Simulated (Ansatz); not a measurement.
Theory: Ansatz, DFT PBE+D3(BJ), scalar-relativistic, plane waves, PAW. All cells share a 420 eV cutoff and Γ-centred k meshes spaced at most about 0.3 Å⁻¹ (about 0.25 or finer for metals, 2π included). No spin polarisation.

These are static total energies at zero pressure.

Question: Order these relaxed structures of Si by energy, lowest first, with the energy over the lowest of them.
A.

```
Si
1.0
     2.63700    0.00000    0.00000
    -1.31850    2.28371    0.00000
     0.00000    0.00000    4.50899
Si
2
Direct
  0.33333 0.66667 0.25000
  0.66667 0.33333 0.75000
```

B.

```
Si
1.0
    -1.61956    1.61956    1.30957
     1.61956   -1.61956    1.30957
     1.61956    1.61956   -1.30957
Si
1
Direct
  0.00000 0.00000 0.00000
```

C.

```
Si
1.0
     3.84219    0.00000    0.00000
    -1.92110    3.32743    0.00000
     0.00000    0.00000    3.22678
Si
2
Cartesian
  0.0000 2.2183 2.8433
  1.9211 1.1091 0.3834
```

D.

```
Si
1.0
     3.81580    0.00000    0.00000
    -1.90790    3.30458    0.00000
     0.00000    0.00000    6.31339
Si
4
Direct
  0.33333 0.66667 0.06310
  0.66667 0.33333 0.56310
  0.33333 0.66667 0.43690
  0.66667 0.33333 0.93690
```

Answer: D (0 meV/atom), B (343 meV/atom), A (358 meV/atom), C (376 meV/atom). Forms: D lonsdaleite type, P6_3/mmc; B I4/mmm; A hcp type, P6_3/mmc; C P-3m1. Counting all near atoms (those within 1.25 times the shortest such distance or 1.15 times the sum of covalent radii; a plus sign parts nearer from farther groups; the shortest distance is added where it is long for a bond): D has Si 4; B has Si 10+4; A has Si 12 from 2.6 Å; C has Si 3. Origin: A, B and D, each reached from a Materials Project cell; C, invented. The lowest form computed isn't among them: it has the diamond type, space group Fd-3m (No. 227), 19.9 Å³/atom, is reached from a measured cell (COD) and lies 11 meV/atom below the best shown.

The k mesh leaves some 4 meV/atom of noise in the energy of each metallic cell. Cells relaxed within their symmetry can be saddle points. Some structure types and database cells were kept out of the candidates from the start, so a known form may be missing.
